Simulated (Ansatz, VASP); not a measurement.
**BaTiO3 in VASP and in Ansatz**

```
CELL_PARAMETERS angstrom
4.01925 0.00000 0.00000
0.00000 4.01925 0.00000
0.00000 0.00000 4.01925
ATOMIC_POSITIONS crystal
Ba 0.50000 0.50000 0.50000
Ti 0.00000 0.00000 0.00000
O 0.50000 0.00000 0.00000
O 0.00000 0.50000 0.00000
O 0.00000 0.00000 0.50000
```

Alike in both runs: functional PBE; k mesh 8 × 8 × 8; occupations gaussian, width 0.02 eV; no spin polarisation.

Ansatz relaxed the structure, and its values are those at the end. VASP's run is a single point on that final structure, the one shown.

|  | VASP | Ansatz |
| --- | --- | --- |
| version | VASP 6.6.1 | Ansatz 0.2.0 |
| potentials or method | VASP PAW PBE potentials, release 64 (Ba_sv, Ti_sv, O) | scalar-relativistic, plane waves, PAW |
| plane-wave cutoff (eV) | 520 | 420 |
| valence electrons in the cell | 40 | 40 |

Ansatz gave:

```
gap on the k mesh at the Fermi level (eV) : 1.78
least direct gap on the mesh (eV)         : 1.90
pressure (GPa)                            : 0.0
```

Problem. Which values does VASP return?

Solution. gap on the k mesh at the Fermi level (eV): 1.72; least direct gap on the mesh (eV): 1.88; pressure (GPa): 1.7.

The functional is the same, so the differences come from potentials, cutoffs and numerics.

Caveats: spin-orbit coupling is left out, which moves the levels of the heavy elements. PBE gaps usually lie below the measured ones, often by a third to a half. A k mesh can miss the band edges.
